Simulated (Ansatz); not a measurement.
BaSnO3 (cubic perovskite) was relaxed and computed twice in Ansatz (plane waves, PAW), once with LDA and once with PBEsol.

```tsv
	run 1	run 2
cell	a = b = c = 4.1218 Å, α = β = γ = 90.00°	a = 4.083 Å, b = 4.083 Å, c = 4.083 Å, α = 90.00°, β = 90.00°, γ = 90.00°
gap (eV)	0.86	1.14
ΔH_f (eV/atom)	-2.26	-2.39
B₀ by P(V) fit (GPa)	151	166
K_Hill (GPa)	151	166
G_Hill (GPa)	96.7	104
ε∞	4.96	4.79
electron conductivity mass (mₑ)	0.16	0.18
Θ_D (K)	502	517
```

Which run used which functional?

Run 1 is PBEsol, run 2 is LDA.

All cells were relaxed under the symmetry of their starts (and spin orders); stability against distortions was not tested throughout. Spin–orbit coupling is left out wherever it is not named.

Potentials: the later of the program's two PAW sets.

Ansatz (a quantum-chemistry and plane-wave program) is a plane-wave DFT program.

Formation energies count from the lowest solids of the elements computed at the same level, not from gases.
